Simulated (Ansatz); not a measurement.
**ZnAu: distorted cells**

These are results of DFT PBEsol, scalar-relativistic, plane waves, PAW in Ansatz, not measurements.

Cutoff 420 eV; k points 14×14×14 on the computed 2-atom cell (Γ-centred); Gaussian smearing, width 0.10 eV; no spin polarisation.

Reference cell:

```yaml
crystal:
  lattice:
    - [3.14700, 0.00000, 0.00000]
    - [0.00000, 3.14700, 0.00000]
    - [0.00000, 0.00000, 3.14700]
  atoms:
    - { symbol: Zn, position: [0.50000, 0.50000, 0.50000] }
    - { symbol: Au, position: [0.00000, 0.00000, 0.00000] }
```

Each variant moves atoms of this cell by the vectors given, if any (Å), and then applies a symmetric strain (tensor components, Cartesian axes). The reference cell isn't relaxed at this level. Energies are per atom at zero smearing, counted from the lowest variant. Pressure is positive in compression.

1. strain (xx yy zz yz xz xy, %) 1.24 1.24 1.24 0.00 0.00 0.00
2. strain (xx yy zz yz xz xy, %) 0.49 0.49 0.49 0.00 0.00 0.00
3. strain (xx yy zz yz xz xy, %) 1.32 1.32 1.32 0.00 0.00 0.00

(1) Order the variants by energy, lowest first.

(2) Order them by pressure, highest first.

Spin–orbit coupling is left out, which can shift energies with elements as heavy as these.

## Answers

(1) 2 (0.0 meV/atom), 1 (12.4 meV/atom), 3 (14.0 meV/atom).

(2) 2 (-4.24 GPa), 1 (-6.74 GPa), 3 (-6.98 GPa).